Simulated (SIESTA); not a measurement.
## MnO2 under changes of volume

One of the cells (12.266 Å³/atom); the others are scaled copies at fixed shape and fractional positions:

```
Mn O
1.0
     2.87386    0.00000    0.00000
    -1.43693    2.48884    0.00000
     0.00000    0.00000   10.28944
Mn O
2 4
Direct
  0.00000 0.00000 0.50000
  0.00000 0.00000 0.00000
  0.66667 0.33333 0.40686
  0.66667 0.33333 0.09314
  0.33333 0.66667 0.59314
  0.33333 0.66667 0.90686
```

Measurements of this composition are mostly on another form, of space group No. 136.

```yaml
Program: SIESTA 5.4.2
Functional: PBEsol
Potentials_or_basis: PseudoDojo 0.4 standard (PBEsol files)
Basis: DZP (energy shift 0.003 Ry; two zetas on semicore shells)
Grid_cutoff: 800 Ry
Energy_shift: 0.003 Ry
k_mesh: 11 × 11 × 3
Occupations: fermi-dirac, width 0.05 eV
Spin: collinear spin, ferromagnetic start
Starting_moments: "[4.0, 4.0, 0.0, 0.0, 0.0, 0.0] μB"
```

```tsv
volume (Å³/atom)	energy over the lowest point (meV/atom)	pressure (GPa)	gap on the mesh (eV)	largest force (eV/Å)
11.304	?	?	?	?
11.544	10.78	8.6	0.60	0.854
11.785	1.14	4.3	0.68	0.509
12.266	0.00	-3.2	0.83	0.119
12.507	7.25	-6.3	0.90	0.393
12.747	18.89	-9.1	0.97	0.639
```

Problem. What does the run at 11.304 Å³/atom give?

Solution. Energy over the lowest point 27.23 meV/atom; pressure 13.4 GPa; gap on the mesh 0.52 eV; largest force 1.230 eV/Å.

Worked out: A Birch-Murnaghan fit of order 3 (a polynomial in V^(-2/3)) to the other rows has its minimum at 12.05 Å³/atom with B0 = V·E''(V) = 184 GPa and B' = 4.7 at fixed shape and positions, which overstates the stiffness. It gives 27.39 meV/atom at 11.304 Å³/atom, against the run's 27.23, and -dE/dV = 13.6 GPa, against 13.4. A straight line through the other rows of the gap, of slope 3.73 eV per unit of ln V, extrapolates to 0.52 eV, against the run's 0.52.

Energies are extrapolated to zero smearing.

Caveats: short orbitals over semicore shells can move pressures by several GPa; an odd mesh through Γ misses points on the zone boundary, where band edges often lie; the basis of atomic orbitals isn't converged, which shifts pressures, moduli and gaps; only a ferromagnetic start was run, and an antiferromagnetic order may lie lower in energy; forces of over 1 eV/Å show positions far from the minimum, so gaps and moduli don't describe the material at rest (some runs).
